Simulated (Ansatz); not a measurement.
Rocksalt NaF, relaxed with r2SCAN in Ansatz 0.2.0: the symmetry is Fm-3m (No. 225, cubic); conventional cell a = 4.594 Å, 12.12 Å³ an atom. Around Na lie 6 F at 2.30 Å; around F lie 6 Na at 2.30 Å. It was then strained (isotropic on every length). Unstrained, HSE06 gives 8.635 eV (Γ, 6×6×6 mesh), and the band edges keep their places in every row. Stress is positive in compression. Calculated for a static, non-magnetic cell.

```tsv
strain (%)	ln(V/V₀)	ΔE_g, HSE06 (eV)	Δpressure, r2SCAN (GPa)
-2.0	-0.0606	+0.388	+3.80
-1.61	-0.0487	+0.310	+2.97
-0.87	-0.0262	+0.164	+1.52
+4.16	+0.1223	-0.700	-5.01
```

Fit ΔE_g = a x + b x² to these rows by least squares, with x = ln(V/V₀).
The normal equations take Σx² = 2.169e-02, Σx³ = 1.473e-03, Σx⁴ = 2.433e-04, ΣxΔE = -1.285e-01 and Σx²ΔE = -8.197e-03, and give a = -6.18 eV, b = +3.7 eV; the largest residual is 0.000 eV. a is the volume deformation potential of this gap.

Fit the change of pressure in the same way.
Δpressure = -55.4 x + (118) x² GPa. So B₀ = 55.4 GPa and B′ ≈ 2 × 118/55.4 = 4.3; two terms over so wide a range bias B₀ by a few per cent and B′ by more; the gap's pressure coefficient at zero is −a/B₀ = +112 meV/GPa, with HSE06's a and r2SCAN's B₀.

Predict the withheld row at -0.5 % (x = -0.0150).
ΔE_g ≈ -6.18 × (-0.0150) + (3.7) × (-0.0150)² = +0.094 eV, and Δpressure ≈ +0.86 GPa. The runs give +0.094 eV and +0.85 GPa, off by 0.000 eV and -0.01 GPa.

The meshes of the hybrids are coarse, so their gaps aren't converged to the digits shown.
